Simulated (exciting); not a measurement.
A run of exciting (release sodium) is set up as follows.

Contents of input.xml:

```xml
<input>
  <title>Hf</title>
  <structure speciespath="./" tshift="false">
    <crystal scale="1">
      <basevect>6.040887502591 0.000000000000 0.000000000000</basevect>
      <basevect>-3.020443751296 5.231562038690 0.000000000000</basevect>
      <basevect>0.000000000000 0.000000000000 9.557856793132</basevect>
    </crystal>
    <species speciesfile="Hf.xml" rmt="2.3">
      <atom coord="0.666666666700 0.333333333300 0.750000000000"/>
      <atom coord="0.333333333300 0.666666666700 0.250000000000"/>
    </species>
  </structure>
  <groundstate do="fromscratch" ngridk="7 7 4" rgkmax="9" gmaxvr="14" lmaxapw="10" lmaxmat="10" lmaxvr="8" xctype="LDA_PW" stype="Fermi Dirac" swidth="0.00183747" nempty="54" ValenceRelativity="iora*" epsengy="1e-05" epspot="1e-05" maxscl="60" outputlevel="normal">
    <spin spinorb="true"/>
  </groundstate>
  <properties>
    <bandstructure>
      <plot1d>
        <path steps="80">
          <point coord="0 0 0" label="G"/>
          <point coord="0.5 0 0" label="M"/>
          <point coord="0.3333333333 0.3333333333 0" label="K"/>
          <point coord="0 0 0" label="G"/>
          <point coord="0 0 0.5" label="A"/>
          <point coord="0.5 0 0.5" label="L"/>
          <point coord="0.3333333333 0.3333333333 0.5" label="H"/>
          <point coord="0 0 0.5" label="A" breakafter="true"/>
          <point coord="0.5 0 0.5" label="L"/>
          <point coord="0.5 0 0" label="M" breakafter="true"/>
          <point coord="0.3333333333 0.3333333333 0" label="K"/>
          <point coord="0.3333333333 0.3333333333 0.5" label="H"/>
        </path>
      </plot1d>
    </bandstructure>
    <dos nwdos="300" winddos="-0.6 0.5" inttype="tetra" ngrdos="100" nsmdos="0"/>
  </properties>
</input>
```

Potentials or basis: all-electron LAPW+lo, shipped species files, valence relativity iora*.

The run is started by

```console
$ OMP_NUM_THREADS=1 exciting_smp
```

What does it give for the band gap on the k mesh?

None (metal or under the smearing width).

Levels at the corners of the path, in eV from the Fermi level:
```csv
point,band 48,band 49,band 50,band 51,band 52,band 53,band 54,band 55,band 56,band 57
Γ,-3.77,0.76,0.76,0.84,0.85,1.23,1.23,1.26,1.26,1.60
M,-2.81,-2.28,-2.28,-0.74,-0.74,0.60,0.60,0.79,0.80,1.63
K,-1.96,-1.67,-1.67,-1.45,-1.45,0.22,0.22,0.33,0.34,1.97
Γ,-3.77,0.76,0.76,0.84,0.85,1.23,1.23,1.26,1.26,1.60
A,-5.40,0.07,0.07,0.07,0.07,0.77,0.77,0.77,0.77,1.07
L,-3.46,-1.06,-1.06,-1.06,-1.06,1.21,1.21,1.21,1.21,2.54
H,-1.81,-1.60,-1.60,-1.36,-1.36,-0.31,-0.31,-0.08,-0.08,2.25
A,-5.40,0.07,0.07,0.07,0.07,0.77,0.77,0.77,0.77,1.07
L,-3.46,-1.06,-1.06,-1.06,-1.06,1.21,1.21,1.21,1.21,2.54
M,-2.81,-2.28,-2.28,-0.74,-0.74,0.60,0.60,0.79,0.80,1.63
K,-1.96,-1.67,-1.67,-1.45,-1.45,0.22,0.22,0.33,0.34,1.97
H,-1.81,-1.60,-1.60,-1.36,-1.36,-0.31,-0.31,-0.08,-0.08,2.25
```

Caveat: total energies with spin-orbit coupling aren't reliable in this program, so none is listed and the log's shouldn't be used; the tetrahedron DOS on this energy grid can lose part of the weight of narrow d or f bands.
